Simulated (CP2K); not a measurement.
Input and output of a self-consistent single point for Li₂O (Fm-3m, 3 atoms in the cell) (CP2K)

Computed with LDA (Pade form), GPW, DZVP-MOLOPT-SR-GTH basis, GTH-PADE potentials (GTH_POTENTIALS) (CP2K).

This input was run:

```
&GLOBAL
  PROJECT run
  RUN_TYPE ENERGY_FORCE
  PRINT_LEVEL MEDIUM
&END GLOBAL
&FORCE_EVAL
  METHOD Quickstep
  STRESS_TENSOR ANALYTICAL
  &DFT
    BASIS_SET_FILE_NAME BASIS_MOLOPT
    POTENTIAL_FILE_NAME GTH_POTENTIALS
    &QS
      METHOD GPW
      EPS_DEFAULT 1E-10
    &END QS
    &MGRID
      CUTOFF 450
      REL_CUTOFF 50
      NGRIDS 5
    &END MGRID
    &SCF
      SCF_GUESS ATOMIC
      EPS_SCF 1E-6
      MAX_SCF 100
      ADDED_MOS 4
      &DIAGONALIZATION
        ALGORITHM STANDARD
      &END DIAGONALIZATION
      &MIXING
        METHOD BROYDEN_MIXING
        ALPHA 0.2
        NBUFFER 8
        BETA 1
      &END MIXING
      &SMEAR ON
        METHOD FERMI_DIRAC
        ELECTRONIC_TEMPERATURE [K] 232.09
      &END SMEAR
    &END SCF
    &KPOINTS
      SCHEME MACDONALD 4 4 4 0.125 0.125 0.125
    &END KPOINTS
    &XC
      &XC_FUNCTIONAL PADE
      &END XC_FUNCTIONAL
    &END XC
    &PRINT
      &MO
        EIGENVALUES T
        OCCUPATION_NUMBERS T
        NDIGITS 8
        FILENAME mo
        &EACH
          QS_SCF 0
        &END EACH
        ADD_LAST NUMERIC
      &END MO
      &MULLIKEN ON
      &END MULLIKEN
    &END PRINT
  &END DFT
  &SUBSYS
    &CELL
      A 3.25049900 0.00000000 0.00000000
      B 1.62525000 2.81501500 0.00000000
      C 1.62525000 0.93833800 2.65402100
      PERIODIC XYZ
    &END CELL
    &COORD
      Li       1.62524975     0.93833825     0.66350525
      Li       4.87574925     2.81501475     1.99051575
      O        0.00000000     0.00000000     0.00000000
    &END COORD
    &KIND Li
      BASIS_SET DZVP-MOLOPT-SR-GTH-q3
      POTENTIAL GTH-PADE-q3
    &END KIND
    &KIND O
      BASIS_SET DZVP-MOLOPT-SR-GTH-q6
      POTENTIAL GTH-PADE-q6
    &END KIND
  &END SUBSYS
  &PRINT
    &FORCES ON
    &END FORCES
    &STRESS_TENSOR ON
    &END STRESS_TENSOR
  &END PRINT
&END FORCE_EVAL
```

Output, abridged:

```
 GLOBAL| Method name                                                        CP2K
 GLOBAL| Project name                                                        run
 GLOBAL| Run type                                                   ENERGY_FORCE

 CELL| Volume [angstrom^3]:                                            24.284832
 CELL| Vector a [angstrom]:       3.250     0.000     0.000   |a| =     3.250499
 CELL| Vector b [angstrom]:       1.625     2.815     0.000   |b| =     3.250500
 CELL| Vector c [angstrom]:       1.625     0.938     2.654   |c| =     3.250499
 CELL| Angle (b,c), alpha [degree]:                                    59.999997
 CELL| Angle (a,c), beta  [degree]:                                    59.999989
 CELL| Angle (a,b), gamma [degree]:                                    59.999995
 CELL| Numerically orthorhombic:                                              NO
 CELL| Periodicity                                                           XYZ

 DFT| Spin restricted Kohn-Sham (RKS) calculation                            RKS
 DFT| Multiplicity                                                             1
 DFT| Number of spin states                                                    1
 DFT| Charge                                                                   0
 DFT| XC density smoothing                                                  NONE
 DFT| XC derivatives                                                          PW

 QS| Method:                                                                 GPW
 QS| Density plane wave grid type                        NON-SPHERICAL FULLSPACE
 QS| Number of grid levels:                                                    5
 QS| Density cutoff [a.u.]:                                                225.0
 QS| Multi grid cutoff [a.u.]: 1) grid level                               225.0
   [... lines left out ...]
 BRILLOUIN| Wavefunction type                                            COMPLEX
 BRILLOUIN| List of Kpoints [2 Pi/Bohr]                                       36
 BRILLOUIN| Number           Weight            X              Y              Z
 BRILLOUIN|     1           0.03125       -0.25000       -0.25000       -0.25000
 BRILLOUIN|     2           0.03125       -0.25000       -0.25000        0.00000
 BRILLOUIN|     3           0.03125       -0.25000       -0.25000        0.25000
   [... 33 lines left out ...]
 *******************************************************************************

 Extrapolation method: initial_guess

 Re-scaling the density matrix to get the right number of electrons
                  # Electrons              Trace(P)               Scaling factor
                           12                12.000                        1.000

 Number of electrons:                                                         12
 Number of occupied orbitals:                                                  6
 Number of molecular orbitals:                                                10

 Number of orbital functions:                                                 25
 Number of independent orbital functions:                                     25
 SCF WAVEFUNCTION OPTIMIZATION

  Step     Update method      Time    Convergence         Total energy    Change
     1 NoMix/Diag. 0.20E+00      -     1.53729344       -31.1876570224 -3.12E+01
     2 Broy./Diag. 0.20E+00      -     0.11670041       -29.2988720314  1.89E+00
     3 Broy./Diag. 0.20E+00      -     0.16734099       -30.2815196044 -9.83E-01
     4 Broy./Diag. 0.20E+00      -     0.09257919       -30.9493671184 -6.68E-01
     5 Broy./Diag. 0.20E+00      -     0.02916612       -30.7367162622  2.13E-01
     6 Broy./Diag. 0.20E+00      -     0.01148544       -30.8886205826 -1.52E-01
     7 Broy./Diag. 0.20E+00      -     0.01387376       -30.8800329084  8.59E-03
   [... 2 lines left out ...]
    10 Broy./Diag. 0.20E+00      -     0.00008708       -30.8912542413  3.00E-04
    11 Broy./Diag. 0.20E+00      -     0.00022641       -30.8912332894  2.10E-05
    12 Broy./Diag. 0.20E+00      -     0.00000113       -30.8912877959 -5.45E-05
    13 Broy./Diag. 0.20E+00      -     0.00000303       -30.8912930108 -5.21E-06
    14 Broy./Diag. 0.20E+00      -     0.00000002       -30.8912928648  1.46E-07
  *** SCF run converged in    14 steps ***

  Electronic density on regular grids:        -11.9999999988        0.0000000012
  Core density on regular grids:               11.9999999988       -0.0000000012
  Total charge density on r-space grids:       -0.0000000000
  Total charge density g-space grids:          -0.0000000000

  Overlap energy of the core charge distribution:               0.00000000000025
  Self energy of the core charge distribution:                -53.70620825800057
  Core Hamiltonian energy:                                     12.51675974210752
  Hartree energy:                                              17.34824371936125
  Exchange-correlation energy:                                 -7.05008806826691
  Electronic entropic energy:                                  -0.00000000000000
  Fermi energy:                                                 0.18332669146224

  Total energy:                                               -30.89129286479847
  Total energy (extrapolated to T->0):                        -30.89129286479847

                     Mulliken Population Analysis

 #  Atom  Element  Kind  Atomic population                           Net charge
       1     Li       1          2.501343                              0.498657
       2     Li       1          2.501343                              0.498657
       3     O        2          6.997315                             -0.997315
 # Total charge                             12.000000                 -0.000000

 ENERGY| Total FORCE_EVAL ( QS ) energy [hartree]            -30.891292967961803

 FORCES| Atomic forces [hartree/bohr]
 FORCES|   Atom     x               y               z               |f|
 FORCES|      1 -5.35143987E-09 -3.56028720E-09 -2.00144375E-09   6.73196336E-09
 FORCES|      2  5.35143732E-09  3.56028918E-09  2.00144255E-09   6.73196203E-09
 FORCES|      3  1.36316255E-14  5.74850673E-15  1.74048510E-14   2.28428409E-14
 FORCES| Sum     1.10836334E-14  7.72906797E-15  1.62070087E-14
 FORCES| Total atomic force                                       2.11010083E-14

 STRESS| Analytical stress tensor [bar]
 STRESS|                        x                   y                   z
 STRESS|      x       -4.84095018639E+04   9.46931976898E+00   6.69580001463E+00
 STRESS|      y        9.46931976898E+00  -4.84206338373E+04   3.98852505325E+00
 STRESS|      z        6.69580001463E+00   3.98852505325E+00  -4.84231662862E+04
 STRESS| 1/3 Trace                                            -4.84177673291E+04
```

The run converged in 14 iterations.

The starting cell has typed, rounded lattice constants, without a prior relaxation at this level. Its lattice was rescaled by up to half a per cent. Values carry the incompleteness of an atom-centred basis. With a pressure of about -5 GPa the cell is away from its equilibrium volume at this level.

Cost on one core of a shared machine: roughly 90 s.
